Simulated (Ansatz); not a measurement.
ZnSe in the zincblende structure, relaxed with r2SCAN in the PAW code Ansatz: space group F-43m (No. 216), cubic; conventional cell a = 5.665 Å, 22.72 Å³ an atom. Zn has 4 Se at 2.45 Å; Se has 4 Zn at 2.45 Å. It was then strained (uniaxial along z, other directions held), atoms relaxed again within the symmetry left. Unstrained, HSE06 gives 2.422 eV (Γ, 6×6×6 mesh), and the band edges keep their places in every row. Only one sign of strain is shown, since it lowers the symmetry, and equivalent edge states can then move with another slope on the other side. Stress is positive in compression. Calculated for a static, non-magnetic cell.

Axes as in this cell:
```
Zn Se
1.0
     0.00000    2.83242    2.83242
     2.83242    0.00000    2.83242
     2.83242    2.83242    0.00000
Zn Se
1 1
Direct
  0.00000 0.00000 0.00000
  0.25000 0.25000 0.25000
```

```
strain (%)        ε  ΔE_g, HSE06 (eV)  Δσ_zz, r2SCAN (GPa)
      -4.0  -0.0400            +0.082                +3.78
     -3.06  -0.0306            +0.062                +2.86
     -1.06  -0.0106            +0.021                +0.97
     -0.47  -0.0047            +0.009                +0.43
```

Task: Fit ΔE_g = a x + b x² to these rows by least squares, with x = ε.

Result: The normal equations take Σx² = 2.671e-03, Σx³ = -9.395e-05, Σx⁴ = 3.450e-06, ΣxΔE = -5.442e-03 and Σx²ΔE = 1.918e-04, and give a = -1.94 eV, b = +2.6 eV; the largest residual is 0.000 eV.

Task: Fit the change of σ_zz in the same way.

Result: Δσ_zz = -90.4 x + (101) x² GPa. The slope, 90 GPa, is C₁₁ in these axes.

Task: Predict the withheld row at -2.0 % (x = -0.0200).

Result: ΔE_g ≈ -1.94 × (-0.0200) + (2.6) × (-0.0200)² = +0.040 eV, and Δσ_zz ≈ +1.85 GPa. The runs give +0.040 eV and +1.85 GPa, off by 0.000 eV and 0.00 GPa.

The runs are scalar-relativistic, without spin-orbit coupling.
